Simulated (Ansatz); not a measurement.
## PbSe under changes of volume

One of the cells (27.098 Å³/atom); the others are scaled copies at fixed shape and fractional positions:

```xyz
2
Lattice="3.7843 0.0000 0.0000 0.0000 3.7843 0.0000 0.0000 0.0000 3.7843" Properties=species:S:1:pos:R:3 pbc="T T T"
Pb    0.0000    0.0000    0.0000
Se    1.8922    1.8922    1.8922
```

Measurements of this composition are mostly on another form, of space group No. 225.

```yaml
Program: Ansatz 0.2.0
Functional: PBEsol
Potentials_or_basis: all-electron LAPW, scalar-relativistic
Cutoff: 156 eV (chosen from the basis error)
Basis_error_allowed: 0.001 eV/atom
k_mesh: 7 × 7 × 7
Occupations: fermi-dirac, width 0.05 eV
Spin: no spin polarisation
```

| volume (Å³/atom) | energy over the lowest point (meV/atom) | pressure (GPa) |
| --- | --- | --- |
| 25.472 | 0.00 | -0.2 |
| 26.014 | 2.68 | -1.3 |
| 26.556 | 9.01 | -2.3 |
| 27.098 | 18.57 | -3.2 |
| 27.640 | 30.96 | -4.0 |
| 28.182 | 45.86 | -4.7 |
| 28.724 | ? | ? |

Problem. What does the run at 28.724 Å³/atom give?

Solution. Energy over the lowest point 62.95 meV/atom; pressure -5.4 GPa.

Worked out: A Birch-Murnaghan fit of order 3 (a polynomial in V^(-2/3)) to the other rows has its minimum at 25.38 Å³/atom, just outside them, with B0 = V·E''(V) = 58 GPa and B' = 4.9. It gives 62.96 meV/atom at 28.724 Å³/atom, against the run's 62.95, and -dE/dV = -5.4 GPa, against -5.4.

Energies are extrapolated to zero smearing.
